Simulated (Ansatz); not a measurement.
Input and command of a plane-wave DFT calculation in Ansatz:

```yaml
crystal:
  lattice:
    - [3.9158, 0.0, 0.0]
    - [0.0, 1.9579, -1.9579]
    - [1.17474, 7.24423, 8.41897]
  atoms:
    - { symbol: Pt, position: [-0.28125, 0.28125, 0.9375] }
    - { symbol: Pt, position: [0.48125, 0.51875, 0.0625] }
    - { symbol: Pt, position: [-0.05625, 0.05625, 0.1875] }
    - { symbol: Pt, position: [0.40625, 0.59375, 0.3125] }
    - { symbol: Pt, position: [-0.13125, 0.13125, 0.4375] }
    - { symbol: Pt, position: [0.33125, 0.66875, 0.5625] }
    - { symbol: Pt, position: [-0.20625, 0.20625, 0.6875] }
    - { symbol: Pt, position: [0.25625, 0.74375, 0.8125] }
basis:
  ecutwfc: 420
kpoints:
  mp_grid: { grid: [12, 17, 5] }
hamiltonian:
  xc: pbe
scf:
  occupations: { method: gaussian, width: 0.15 }
output:
  forces: true
  stress: true
  eigenvalues: true
```

```bash
ansatz run input.yaml --threads 2 --pin off --max-ram 5120MiB --backend cpu --events-out ev --progress --plain --runs-dir out
```

Processor: Intel(R) Xeon(R) 6975P-C (Granite Rapids), 2 threads, on a host shared with other jobs.

Question: Estimate time, memory and problem size.

Answer: About 66 s on 2 threads of Intel(R) Xeon(R) 6975P-C (Granite Rapids) (shared host), peak memory 3 GiB. It solves 87 bands at 511 k points (the mesh reduced by symmetry) with about 2349 plane waves, in 9 SCF iterations.
